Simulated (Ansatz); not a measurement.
# ZnS: the cost of one run

Program: Ansatz 0.2.0. Level of theory: DFT PBE, scalar-relativistic, plane waves, PAW. These are calculated values, not measurements.

## (1) The starting structure

Symmetry: P3_221, No. 154, trigonal system. The conventional cell has a = 5.701 Å, b = 5.701 Å, c = 3.362 Å, α = 90.00°, β = 90.00°, γ = 120.00°. Zn (site symmetry 2) is surrounded by 4 S at 2.19 to 2.22 Å. S (site symmetry 2) is surrounded by 4 Zn at 2.19 to 2.22 Å.

As a file:

```
CELL_PARAMETERS angstrom
5.70106 0.00000 0.00000
-2.85053 4.93726 0.00000
0.00000 0.00000 3.36216
ATOMIC_POSITIONS crystal
Zn 0.62265 0.00000 0.66667
Zn 0.00000 0.62265 0.33333
Zn 0.37735 0.37735 0.00000
S 0.37735 0.00000 0.16667
S 0.00000 0.37735 0.83333
S 0.62265 0.62265 0.50000
```

The cell is invented: 4-connected net, two elements alternating (P3_221, No. 154). Its size is a rough estimate.

## (2) Probe: one point on a coarse mesh

input.yaml reads:

```yaml
crystal:
  lattice:
    - [5.70106139, 0.0, 0.0]
    - [-2.8505307, 4.937264, 0.0]
    - [0.0, 0.0, 3.36215916]
  atoms:
    - { symbol: Zn, position: [0.6226507, 0.0, 0.66666667] }
    - { symbol: Zn, position: [0.0, 0.6226507, 0.33333333] }
    - { symbol: Zn, position: [0.3773493, 0.3773493, 0.0] }
    - { symbol: S, position: [0.3773493, 0.0, 0.16666667] }
    - { symbol: S, position: [0.0, 0.3773493, 0.83333333] }
    - { symbol: S, position: [0.6226507, 0.6226507, 0.5] }
basis:
  ecutwfc: 420
kpoints:
  mp_grid: { grid: [6, 6, 6] }
hamiltonian:
  xc: pbe
scf:
  occupations: { method: gaussian, width: 0.1 }
  lower_state_search: "off"
output:
  forces: true
  stress: true
  eigenvalues: true
```

Started as:

```sh
> ansatz run input.yaml --threads 1 --pin off --max-ram 2560MiB --backend cpu --events-out ev --progress --plain --runs-dir out
```

What time and memory should one allow on 1 thread of Arm Neoverse V1, shared host?

About 10 s, with a peak of 0.34 GiB.
